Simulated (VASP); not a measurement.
# InAs (F-43m) in VASP: notebook

Runs on InAs. Level: PBEsol. Tasks: single point, relaxation of cell and atoms.

Program: VASP 6.6.1. These are calculated values, not measurements. Logs are shortened: lines on timing, memory, paths and dates and some standing lists are left out, and cuts for length are marked.

**Experimental background.**

From a printed reference work, data compilation, for a bulk crystal of InAs at 4.2 K: band gap 0.418 eV (direct).

The runs below are set against these values where they give the same quantity.

**1. The cell of the first run**

It takes space group F-43m (No. 216, cubic). Conventional cell: a = 6.089 Å, b = 6.089 Å, c = 6.089 Å, α = 90.00°, β = 90.00°, γ = 90.00°. In (site symmetry -43m) has 4 As at 2.64 Å within 3.5 Å. Within 3.5 Å of As (site symmetry -43m) lie 4 In at 2.64 Å.

**2. Single point, PBEsol**

File INCAR:

```
SYSTEM = InAs
PREC = Accurate
ENCUT = 520
EDIFF = 1E-6
ISMEAR = -1
SIGMA = 0.05
LREAL = .False.
LASPH = .True.
NELM = 100
ALGO = Normal
ISIF = 2
LWAVE = .False.
LCHARG = .False.
GGA = PS
NBANDS = 16
```

File KPOINTS:

```
Automatic mesh
0
Gamma
  8 8 8
  0 0 0
```

File POSCAR:

```
InAs
1.0
    0.0000000000      3.0443867647      3.0443867647
    3.0443867647      0.0000000000      3.0443867647
    3.0443867647      3.0443867647      0.0000000000
In As
1 1
Direct
    0.0000000000      0.0000000000      0.0000000000
    0.7500000000      0.7500000000      0.7500000000
```

Potentials or basis: VASP PAW PBE potentials, release 64 (In_d, As).

Run with:

```
$ cat potpaw_PBE.64/In_d/POTCAR potpaw_PBE.64/As/POTCAR > POTCAR
$ mpirun -np 1 vasp_std > vasp.out
```

OUTCAR:

```text
SYSTEM = InAs
   PREC = Accurate
   ENCUT = 520
   EDIFF = 1E-6
   ISMEAR = -1
   LREAL = .False.
   LASPH = .True.
   NELM = 100
   ISIF = 2
   GGA = PS

 ion  position               nearest neighbor table
   1  0.000  0.000  0.000-   2 2.64   2 2.64   2 2.64   2 2.64
   2  0.750  0.750  0.750-   1 2.64   1 2.64   1 2.64   1 2.64

  LATTYP: Found a face centered cubic cell.
 ALAT       =     6.0887735294

  Lattice vectors:

 A1 = (   0.0000000000,   3.0443867647,   3.0443867647)
 A2 = (   3.0443867647,   0.0000000000,   3.0443867647)
 A3 = (   3.0443867647,   3.0443867647,   0.0000000000)

Analysis of symmetry for initial positions (statically):
=====================================================================
 Subroutine PRICEL returns:
 Original cell was already a primitive cell.

 Routine SETGRP: Setting up the symmetry group for a
 face centered cubic supercell.

 Subroutine GETGRP returns: Found 24 space group operations
 (whereof 24 operations were pure point group operations)
 out of a pool of 48 trial point group operations.

The static configuration has the point symmetry T_d .

Analysis of symmetry for dynamics (positions and initial velocities):
=====================================================================
 Subroutine PRICEL returns:
 Original cell was already a primitive cell.

 Routine SETGRP: Setting up the symmetry group for a
 face centered cubic supercell.

 Subroutine GETGRP returns: Found 24 space group operations
 (whereof 24 operations were pure point group operations)
 out of a pool of 48 trial point group operations.

The dynamic configuration has the point symmetry T_d .

 Subroutine INISYM returns: Found 24 space group operations
 (whereof 24 operations are pure point group operations),
 and found     1 'primitive' translations

----------------------------------------------------------------------------------------

                                     Primitive cell

  volume of cell :      56.4325

  direct lattice vectors                    reciprocal lattice vectors
     0.000000000  3.044386765  3.044386765    -0.164236688  0.164236688  0.164236688
     3.044386765  0.000000000  3.044386765     0.164236688 -0.164236688  0.164236688
     3.044386765  3.044386765  0.000000000     0.164236688  0.164236688 -0.164236688

  length of vectors
     4.305413052  4.305413052  4.305413052     0.284466289  0.284466289  0.284466289

  position of ions in fractional coordinates (direct lattice)
     0.000000000  0.000000000  0.000000000
     0.750000000  0.750000000  0.750000000

  ion indices of the primitive-cell ions
   primitive index   ion index
                 1           1
                 2           2

----------------------------------------------------------------------------------------

 KPOINTS: Automatic mesh

Automatic generation of k-mesh.
 Grid dimensions read from file:
 generate k-points for:    8    8    8

 Generating k-lattice:

  Cartesian coordinates                     Fractional coordinates (reciprocal lattice)
    -0.020529586  0.020529586  0.020529586     0.125000000  0.000000000  0.000000000
     0.020529586 -0.020529586  0.020529586     0.000000000  0.125000000  0.000000000
     0.020529586  0.020529586 -0.020529586     0.000000000  0.000000000  0.125000000

  Length of vectors
     0.035558286  0.035558286  0.035558286

  Shift w.r.t. Gamma in fractional coordinates (k-lattice)
     0.000000000  0.000000000  0.000000000

 Subroutine IBZKPT returns following result:
 ===========================================

 Found     29 irreducible k-points:

 Following reciprocal coordinates:
            Coordinates               Weight
  0.000000  0.000000  0.000000      1.000000
  0.125000  0.000000  0.000000      8.000000
  0.250000  0.000000  0.000000      8.000000
  0.375000  0.000000  0.000000      8.000000
  0.500000  0.000000  0.000000      4.000000
  0.125000  0.125000  0.000000      6.000000
[... 16 lines left out ...]
  0.500000  0.250000  0.125000     48.000000
 -0.375000  0.250000  0.125000     24.000000
 [... further k-points ...]
   k-points           NKPTS =     29   k-points in BZ     NKDIM =     29   number of bands    NBANDS=     16
   number of dos      NEDOS =    301   number of ions     NIONS =      2
   total plane-waves  NPLWV =  32768
   dimension x,y,z NGX =    32 NGY =   32 NGZ =   32
   dimension x,y,z NGXF=    64 NGYF=   64 NGZF=   64
   ions per type =               1   1
   NGX,Y,Z   is equivalent  to a cutoff of  12.36, 12.36, 12.36 a.u.
   NGXF,Y,Z  is equivalent  to a cutoff of  24.71, 24.71, 24.71 a.u.
 SYSTEM =  InAs
   PREC   = accura    normal or accurate (medium, high low for compatibility)
   ISTART =      0    job   : 0-new  1-cont  2-samecut
   ICHARG =      2    charge: 1-file 2-atom 10-const
   ISPIN  =      1    spin polarized calculation?
   LNONCOLLINEAR =      F non collinear calculations
   LSORBIT =      F    spin-orbit coupling
   LASPH  =      T    aspherical Exc in radial PAW
   ENCUT  =  520.0 eV  38.22 Ry    6.18 a.u.   8.01  8.01  8.01*2*pi/ulx,y,z
   NELM   =    100;   NELMIN=  2; NELMDL= -5     # of ELM steps
   EDIFF  = 0.1E-05   stopping-criterion for ELM
   LREAL  =      F    real-space projection
   EDIFFG = 0.1E-04   stopping-criterion for IOM
   NSW    =      0    number of steps for IOM
   IBRION =     -1    ionic relax: 0-MD 1-quasi-New 2-CG
   NFREE  =      0    steps in history (QN), initial steepest desc. (CG)
   ISIF   =      2    stress and relaxation
   ISYM   =      2    0-nonsym 1-usesym 2-fastsym
   POTIM  = 0.5000    time-step for ionic-motion
   TEBEG  =    0.0;   TEEND  =   0.0 temperature during run
   PSTRESS=    0.0 pullay stress
   NELECT =      18.0000    total number of electrons
   NUPDOWN=      -1.0000    fix difference up-down
   EMIN   =  10.00;   EMAX   =-10.00  energy-range for DOS
   EFERMI =   0.00;   METHOD = LEGACY
   ISMEAR =    -1;   SIGMA  =   0.05  broadening in eV -4-tet -1-fermi 0-gaus
   EFERMI_NEDOS =   21; number of points for ismear=-14 and -15
   IALGO  =     38    algorithm
   IMIX   =      4    mixing-type and parameters
     AMIX     =   0.40;   BMIX     =  1.00
     AMIX_MAG =   1.60;   BMIX_MAG =  1.00
  volume/ion in A,a.u.               =      28.22       190.41
  Fermi-wavevector in a.u.,A,eV,Ry     =   1.118551  2.113755 17.023020  1.251157
  Thomas-Fermi vector in A             =   2.255183
   LORBIT       =      0    0 simple, 1 ext, 2 COOP (PROOUT), +10 PAW based schemes
   GGA     = PS    functional components
   LHFCALC =     F    Hartree Fock is set to
   AEXX    =    0.0000 exact exchange contribution
   IVDW    =     0    specifies the selected vdW correction
   LEPSILON=     F    determine dielectric tensor
   LRPA    =     F    only Hartree local field effects (RPA)
 non-spin polarized calculation
  energy-cutoff  :      520.00
  volume of cell :       56.43
 maximum number of plane-waves:      1540
   NGX = 17   NGY = 17   NGZ = 17

 number of electron      17.9999992 magnetization

 Free energy of the ion-electron system (eV)
  ---------------------------------------------------
  ext. energy  EPLUGINS =         0.00000000
  ---------------------------------------------------
  free energy    TOTEN  =        -8.48715883 eV

  energy without entropy =       -8.48660704  energy(sigma->0) =       -8.48688293

 E-fermi :   4.2164     XC(G=0):  -9.1940

 val. band max:        4.1676312667   @ k =   0.0000   0.0000   0.0000
 cond. band min:       4.9974251978   @ k =   0.5000   0.0000   0.0000
 fundamental gap:      0.8297939311
 Fermi energy:         4.2163602342

 k-point     1 :       0.0000    0.0000    0.0000
  band No.  band energies     occupation
      1     -10.1245      2.00000
      2     -10.1245      2.00000
      3     -10.1245      2.00000
      4     -10.0051      2.00000
      5     -10.0051      2.00000
      6      -7.5905      2.00000
[... 8 lines left out ...]
     15      13.7789      0.00000
     16      13.7789      0.00000

 k-point     2 :       0.1250    0.0000    0.0000
  band No.  band energies     occupation
      1     -10.1436      2.00000
      2     -10.1190      2.00000
      3     -10.1190      2.00000
      4     -10.0052      2.00000
      5     -10.0052      2.00000
      6      -7.4336      2.00000
[... 8 lines left out ...]
     15      12.8838      0.00000
     16      12.8838      0.00000

 k-point     3 :       0.2500    0.0000    0.0000
  band No.  band energies     occupation
      1     -10.1867      2.00000
      2     -10.1071      2.00000
      3     -10.1071      2.00000
      4     -10.0039      2.00000
      5     -10.0039      2.00000
      6      -7.0043      2.00000
[... 8 lines left out ...]
     15      12.6381      0.00000
     16      12.6381      0.00000

 k-point     4 :       0.3750    0.0000    0.0000
  band No.  band energies     occupation
      1     -10.2265      2.00000
      2     -10.0977      2.00000
      3     -10.0977      2.00000
      4     -10.0000      2.00000
      5     -10.0000      2.00000
      6      -6.4577      2.00000
[... 8 lines left out ...]
     15      13.5626      0.00000
     16      13.5626      0.00000

 k-point     5 :       0.5000    0.0000    0.0000
  band No.  band energies     occupation
      1     -10.2422      2.00000
      2     -10.0947      2.00000
      3     -10.0947      2.00000
      4      -9.9975      2.00000
      5      -9.9975      2.00000
      6      -6.1682      2.00000
[... 8 lines left out ...]
     15      14.7870      0.00000
     16      14.7870      0.00000

 k-point     6 :       0.1250    0.1250    0.0000
  band No.  band energies     occupation
      1     -10.1555      2.00000
      2     -10.1137      2.00000
      3     -10.1137      2.00000
      4     -10.0093      2.00000
      5     -10.0019      2.00000
      6      -7.3817      2.00000
[... 8 lines left out ...]
     15      12.6534      0.00000
     16      13.9471      0.00000
[... 267 lines left out ...]
 k-point    21 :       0.5000    0.5000    0.0000
  band No.  band energies     occupation
      1     -10.2988      2.00000
      2     -10.0476      2.00000
      3     -10.0476      2.00000
      4     -10.0413      2.00000
      5      -9.9835      2.00000
      6      -5.6443      2.00000
[... 8 lines left out ...]
     15      15.6093      0.00000
     16      16.1415      0.00000

 k-point    22 :       0.3750    0.2500    0.1250
  band No.  band energies     occupation
      1     -10.2226      2.00000
      2     -10.0926      2.00000
      3     -10.0882      2.00000
      4     -10.0162      2.00000
      5      -9.9960      2.00000
      6      -6.6532      2.00000
[... 8 lines left out ...]
     15      14.1616      0.00000
     16      14.7415      0.00000

 k-point    23 :       0.5000    0.2500    0.1250
  band No.  band energies     occupation
      1     -10.2482      2.00000
      2     -10.0875      2.00000
      3     -10.0777      2.00000
      4     -10.0138      2.00000
      5      -9.9961      2.00000
      6      -6.1640      2.00000
[... 8 lines left out ...]
     15      14.2943      0.00000
     16      15.0990      0.00000

 k-point    24 :      -0.3750    0.2500    0.1250
  band No.  band energies     occupation
      1     -10.2578      2.00000
      2     -10.0867      2.00000
      3     -10.0739      2.00000
      4     -10.0099      2.00000
      5      -9.9980      2.00000
      6      -5.9109      2.00000
[... 8 lines left out ...]
     15      14.4123      0.00000
     16      15.1091      0.00000

 [... further k-points ...]
[... 5 lines left out ...]
  --------------------------------------------------------------------------------------
  -------------------------------------------------------------------------------------
  Total        0.0176995      0.0176995      0.0176995      0.0000000     -0.0000000      0.0000000
  in kB        0.5025067      0.5025067      0.5025067      0.0000000     -0.0000000      0.0000000
  external PRESSURE =       0.5025067 kB  Pullay stress =       0.0000000 kB

 VOLUME and BASIS-vectors are now :
 -----------------------------------------------------------------------------
  energy-cutoff  :      520.00
  volume of cell :       56.43
      direct lattice vectors                 reciprocal lattice vectors
     0.000000000  3.044386765  3.044386765    -0.164236688  0.164236688  0.164236688
     3.044386765  0.000000000  3.044386765     0.164236688 -0.164236688  0.164236688
     3.044386765  3.044386765  0.000000000     0.164236688  0.164236688 -0.164236688

 POSITION                                       TOTAL-FORCE (eV/Angst)
 -----------------------------------------------------------------------------------
      0.00000      0.00000      0.00000        -0.000000     -0.000000     -0.000000
      4.56658      4.56658      4.56658         0.000000      0.000000      0.000000
 -----------------------------------------------------------------------------------
    total drift:                                0.000000      0.000000      0.000000

  FREE ENERGIE OF THE ION-ELECTRON SYSTEM (eV)
  ---------------------------------------------------
  free  energy   TOTEN  =        -8.4871588309 eV

  energy  without entropy=       -8.4866070377  energy(sigma->0) =       -8.48688293
```

Run time: 19 s. Hardware: 1 thread of Intel Xeon 6975P-C, shared host; peak memory 0.19 GiB.

Results:

- Free energy: -8.4872 eV
- Pressure: 0.1 GPa
- Band gap on the k mesh: zero (filled and empty bands touch)

Caveat: the PAW data sets were made with another functional, which shifts forces and pressure a little; spin-orbit coupling is left out, which moves the levels of the heavy elements.

**3. Relaxation of cell and atoms, PBEsol**

This run uses another cell than the first one, of 27.49 Å³/atom, 0.974 times its volume.

File INCAR:

```
SYSTEM = InAs
  ALGO = Normal
  EDIFF = 1E-6
  EDIFFG = -0.01
  ENCUT = 600
  GGA = PS
  IBRION = 2
  ISIF = 3
  ISMEAR = -1
  LASPH = .TRUE.
  LCHARG = .FALSE.
  LREAL = .FALSE.
  LWAVE = .FALSE.
  NELM = 80
  NSW = 80
  PREC = Accurate
  SIGMA = 0.05
```

File KPOINTS:

```
k-points
0
G
  8 8 8
  0 0 0
```

File POSCAR:

```
InAs
1.0
    0.0000000000      3.0180000000      3.0180000000
    3.0180000000      0.0000000000      3.0180000000
    3.0180000000      3.0180000000      0.0000000000
In As
1 1
Direct
    0.0000000000      0.0000000000      0.0000000000
    0.7500000000      0.7500000000      0.7500000000
```

Potentials or basis: VASP PAW PBE potentials, release 64 (In_d, As).

Run with:

```
$ cat potpaw_PBE.64/In_d/POTCAR potpaw_PBE.64/As/POTCAR > POTCAR
$ mpirun -np 1 vasp_std > vasp.out
```

Run time: 56 s. Hardware: 1 thread of Intel Xeon 6975P-C, shared host; peak memory 0.23 GiB.

It converged, with:

```yaml
Free_energy: -8.4873 eV
Relaxed_volume: 28.25 Å³/atom
Relaxed_cell: a = 4.307 Å, b = 4.307 Å, c = 4.307 Å, α = 60.00°, β = 60.00°, γ = 60.00°
Space_group_after_relaxing_to_0.05_Å: F-43m (No. 216)
Energy_gained_by_relaxing: 3.8 meV/atom
Ionic_steps: 3
Pressure_after_relaxing: 0.0 GPa
Band_gap_on_the_k_mesh: zero (filled and empty bands touch)
```

The path:
| step | energy change (eV) | largest force (eV/Å) | pressure (GPa) | volume (Å³) |
| --- | --- | --- | --- | --- |
| 1 | 0.0000 | 0.0000 | 1.63 | 54.98 |
| 2 | -0.0060 | 0.0000 | -0.71 | 57.24 |
| 3 | -0.0076 | 0.0000 | 0.01 | 56.50 |

Final structure:
```
In As
1.0
     0.00000    3.04567    3.04567
     3.04567    0.00000    3.04567
     3.04567    3.04567    0.00000
In As
1 1
Direct
  0.00000 0.00000 0.00000
  0.75000 0.75000 0.75000
```

Levels at points of the mesh, in eV from the Fermi level:
```tsv
k point	band 6	band 7	band 8	band 9	band 10	band 11	band 12	band 13
(0.00, 0.00, 0.00)	-11.80	-0.44	-0.05	-0.05	-0.05	3.80	3.80	3.80
(0.50, 0.00, 0.00)	-10.38	-5.75	-1.01	-1.01	0.78	4.56	4.56	6.64
(0.50, 0.50, 0.00)	-9.86	-5.84	-2.32	-2.32	1.43	1.93	8.89	9.02
```

Caveat: the PAW data sets were made with another functional, which shifts forces and pressure a little; spin-orbit coupling is left out, which moves the levels of the heavy elements.

**4. Against experiment**

Step 2. Measured gap of InAs: 0.418 eV (direct; 4.2 K; a printed reference work, data compilation). This calculation gives 0.00 eV (-0.42 eV). Spin-orbit coupling on As, In is left out. The value is that of PBEsol on a finite k mesh, which can miss the band edges, without temperature or zero-point motion. Semilocal functionals fall short of measured gaps as a rule.
